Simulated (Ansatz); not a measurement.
# Volumes and bulk moduli along group 11 and 12

Method: DFT, PBEsol, plane waves (420 eV) with PAW, scalar-relativistic (Ansatz). (PAW data from PBE, frozen cores regenerated.)

Each structure is relaxed within its symmetry, in the lowest magnetic state of the tried starts. B₀ comes from uniform scaling at fixed shape; a dash is a value not given.

```json
{"element": "Cu", "structure": "fcc", "V (Å³/atom)": "11.31", "B₀ (GPa)": "168", "magnetic state": "spin not included"}
{"element": "Ag", "structure": "fcc", "V (Å³/atom)": "16.64", "B₀ (GPa)": "119", "magnetic state": "spin not included"}
{"element": "Au", "structure": "fcc", "V (Å³/atom)": "17.00", "B₀ (GPa)": "174", "magnetic state": "spin not included"}
{"element": "Zn", "structure": "hcp", "V (Å³/atom)": "14.15", "B₀ (GPa)": "93", "magnetic state": "spin not included"}
{"element": "Cd", "structure": "hcp", "V (Å³/atom)": "21.25", "B₀ (GPa)": "62", "magnetic state": "spin not included"}
{"element": "Hg", "structure": "alpha-Hg (rhombohedral)", "V (Å³/atom)": "23.89", "B₀ (GPa)": "-", "magnetic state": "spin not included"}
```
